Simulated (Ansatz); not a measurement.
# Hf (Fm-3m) in Ansatz: notebook, part 2 of 2

Ansatz 0.2.0.

### Step 4. Relaxation of cell and atoms, LDA, target pressure 30 GPa, at which the enthalpy is minimised

Contents of input.yaml:

```yaml
crystal:
  lattice:
    - [0.0, 2.22, 2.22]
    - [2.22, 0.0, 2.22]
    - [2.22, 2.22, 0.0]
  atoms:
    - { symbol: Hf, position: [0.0, 0.0, 0.0] }
hamiltonian:
  xc: lda
  pseudopotentials: { kind: paw }
kpoints:
  mp_grid: { grid: [10, 10, 10] }
scf:
  occupations: { method: fermi_dirac, width: 0.05 }
output:
  forces: true
  stress: true
  eigenvalues: true
relax:
  f_tol: 0.01
  max_steps: 40
  cell: { stress_tol: 0.05, p_target: 30.0 }
```

Potentials or basis: Ansatz PAW.

On the command line:

```sh
ansatz run input.yaml --threads 2 --pin off --max-ram 5632MiB --backend cpu --events-out ev --progress --plain --runs-dir out
```

The program printed:

```text
Warning: RAYON_NUM_THREADS=2 ignored (pool sized by the plan → 2); use --threads N
Engine: ansatz 0.2.0, aarch64-unknown-linux-gnu
Pseudopotentials: kind: paw
Pseudopotential: Hf, paw, valence charge 26, recommended cutoff 420 eV (normal), Hf.paw.azcp
Functional definition: SPW92
  exchange = slater_x
  correlation = pw_c
Crystal: 1 atoms, lattice volume = 21.882 Å³
Basis set: ecut = 420 eV, 411 PW (Γ)
Bands: 17, of which v1, the nominal top of the filled ones, is band 13 counted from 1 (12 counted from 0)
Symmetry: 48 space group operations
Space group: Fm-3m (ITA 225), of the structure as read, at distance tolerance 2.8e-5 Å
k-points: 47 of 1000
Non-local potential: Hf, projectors of the file, l = 0: 3, l = 1: 2, l = 2: 2, l = 3: 3
PAW form: soft (Blöchl's): semilocal exchange-correlation on the pseudo side does not see the compensation charge
PAW frozen core: Hf, regenerated for the run's functional, and the local potential with it (the file was generated under x = pbe(κ = 0.804, μ = 0.2195149727645171), c = pbe(β = 0.06672455060314922))
PAW one-centre angular grid: Hf, 590 points (default); XC on 64 Gauss nodes
Initial density: superposition of atomic densities (neutral atoms: chi_scale 0, normalization atom), corrected by the library's trained network
Initial wavefunctions: pseudopotential atomic-orbital guess
Functional: x = slater, c = lda
SCF iter   1: F=—  HF=-15476.781017 eV  |F-HF|=—  |Δ(HF+E_count)|=         —  Δρ=4.21e-3  dr2=1.85e-3  ethr=1.77e-3  ⟨swp⟩=5.1  Hψ=3403  notcnv=0
preconditioner: auto → none  [metal: Δε(μ)=0.087 eV  Ē_g=18.562 eV  σ=0.050 eV  W_gap=0.36  n_scr=8 (ndim 8)  ℏωp=38.9 eV  f_vac=0.000  D(μ)=1.22/eV (n_scr^D=14)  sad-step TF]
SCF iter   2: F=—  HF=-15476.780737 eV  |F-HF|=—  |Δ(HF+E_count)|=   2.80e-4  Δρ=2.61e-3  dr2=7.87e-4  ethr=7.13e-6  ⟨swp⟩=2.0  Hψ=1555  notcnv=0
[... 77 lines left out ...]
  E_nonlocal   = -1231.375775
  E_hartree    = 2113.217050
  E_xc         = -301.899888
  E_vxc        = -272.138457  (∫ρ·V_xc dr)
  E_paw        = -6688.851606  (= ΣΔE_a)
  E_vpaw       = 1407.211930  (= ΣTr[D̂ρ^β])
  E_aug_tail   = -0.000001  (compensation charges beyond the density's cutoff)
  E_ewald      = -5444.605600
  E_core_change = 2.457243  (= ΣΔE_core)
  E_smearing   = -0.011590  (= −TS)
  E_closure    = -0.000000  (closes the sum)
  Σ components = -15476.509982   (vs F -15476.509982, Δ=0.00e0)
--- Forces (eV/Å), atoms counted from 1 ---
  atom   1  Hf    -0.00000000     0.00000000     0.00000000
  max |Σ_I F_I| component: 3.33e-31 eV/Å
--- Stress (GPa, compression-positive) ---
       29.968669      -0.000000      -0.000000
       -0.000000      29.968669      -0.000000
       -0.000000      -0.000000      29.968669
  P = ⅓ Tr σ = 29.9687 GPa (299.687 kbar)
--- Band table (eV; the first three rows and the last of 47) ---
  k-point 0: bands = ["-35.4447", "-3.3063", "-3.3063", "-3.3063", "14.6008", "14.6726", "14.6726", "14.6726", "14.8219", "14.8219", "14.8219", "17.8647", "27.1631", "27.1631", "27.1631", "30.9753", "30.9753"]
  k-point 1: bands = ["-35.4260", "-3.5070", "-3.3297", "-3.3297", "14.6111", "14.6695", "14.6807", "14.6807", "14.8068", "14.8068", "14.8225", "18.3438", "26.7459", "27.3842", "27.3842", "30.7235", "30.7235"]
  k-point 2: bands = ["-35.3770", "-4.0074", "-3.3903", "-3.3903", "14.6301", "14.6720", "14.7005", "14.7005", "14.7717", "14.7717", "14.8239", "19.5574", "26.0275", "27.6933", "27.6933", "30.5908", "30.5908"]
  k-point 46: bands = ["-35.1810", "-4.6978", "-4.3647", "-4.0066", "14.6831", "14.6935", "14.6946", "14.7391", "14.7463", "14.7470", "14.7835", "22.9851", "24.4413", "26.5308", "29.3967", "34.9543", "37.8571"]
--- Relaxed structure (5 steps of the walk, 5 accepted, 1 SCFs on fresh bases) ---
  F+E_penalty+E_count = -15476.50998177 eV   max|allowed force component| = 0.000e0 eV/Å   (the final SCF, on the basis selected at the relaxed cell)
  cell:  # Å, volume = 17.2118 Å³
    - [-5.705423411052813e-34, 2.0492660928827924, 2.0492660928827924]
    - [2.0492660928827924, -3.8116766451549606e-33, 2.0492660928827924]
    - [2.0492660928827924, 2.0492660928827924, -1.6313152024067285e-33]
  atoms:
    - { symbol: Hf, position: [0.0, 0.0, 0.0] }
```

Wall time 3.8 s (2 threads of Arm Neoverse V2, shared host); peak memory 0.29 GiB.

What came out:

```
Free energy                                            : -15476.5100 eV
Relaxed volume                                         : 17.21 Å³/atom
Relaxed cell                                           : a = 2.898 Å, b = 2.898 Å, c = 2.898 Å, α = 60.00°, β = 60.00°, γ = 60.00°
Space group after relaxing (to 0.05 Å)                 : Fm-3m (No. 225)
Energy change on relaxing (the enthalpy is what falls) : +270.7 meV/atom
Ionic steps                                            : 6
Pressure after relaxing                                : 30.0 GPa
Band gap on the k mesh                                 : none (metal or under the smearing width)
```

Step by step:
| step | energy change (eV) | largest force (eV/Å) | volume (Å³) |
| --- | --- | --- | --- |
| 1 | 0.0000 | 0.0000 | 21.88 |
| 2 | 0.0550 | 0.0000 | 18.84 |
| 3 | 0.3440 | 0.0000 | 16.84 |
| 4 | 0.2622 | 0.0000 | 17.25 |
| 5 | 0.2700 | 0.0000 | 17.21 |
| 6 | 0.2707 | 0.0000 | 17.21 |

Final structure:
```
Hf
1.0
     0.00000    2.04927    2.04927
     2.04927    0.00000    2.04927
     2.04927    2.04927    0.00000
Hf
1
Direct
  0.00000 0.00000 0.00000
```

Levels at points of the mesh, in eV from the Fermi level:
```csv
k point,band 11,band 12,band 13,band 14,band 15,band 16
"(0.00, 0.00, 0.00)",-11.06,-8.02,1.28,1.28,1.28,5.09
"(0.00, 0.00, -0.50)",-11.06,-4.55,0.93,0.93,1.88,8.11
"(0.00, -0.50, -0.50)",-11.10,-4.61,-3.36,4.44,8.13,9.05
```

Caveat: the volume moved by over 15 % at a fixed basis, so the end points are rough; the plane-wave basis is chosen anew once the cell has moved, so the energies of steps on either side of that aren't comparable; the PAW data sets come from PBE, with cores solved anew for the run's functional, which leaves a small shift of forces and pressure. The run has no spin-orbit coupling, so splittings on Hf are missing.

### Step 5. Summary

| cell | target pressure (GPa) | gap on the mesh (eV) | pressure (GPa) |
| --- | --- | --- | --- |
| relaxed to 10 GPa | 10 | none | 10.0 |
| relaxed to 20 GPa | 20 | none | 20.0 |
| relaxed to 30 GPa | 30 | none | 30.0 |

Alike in all rows: task relaxation of cell and atoms; level LDA; potentials or basis Ansatz PAW; no spin polarisation; k mesh 10 × 10 × 10; cutoff (eV) 420; smearing fermi-dirac 0.05 eV.

Caveats: the plane-wave basis is chosen anew once the cell has moved, so the energies of steps on either side of that aren't comparable; the PAW data sets come from PBE, with cores solved anew for the run's functional, which leaves a small shift of forces and pressure; the volume moved by over 15 % at a fixed basis, so the end points are rough (some runs).

Absolute energies hang on the potentials; compare differences alone.
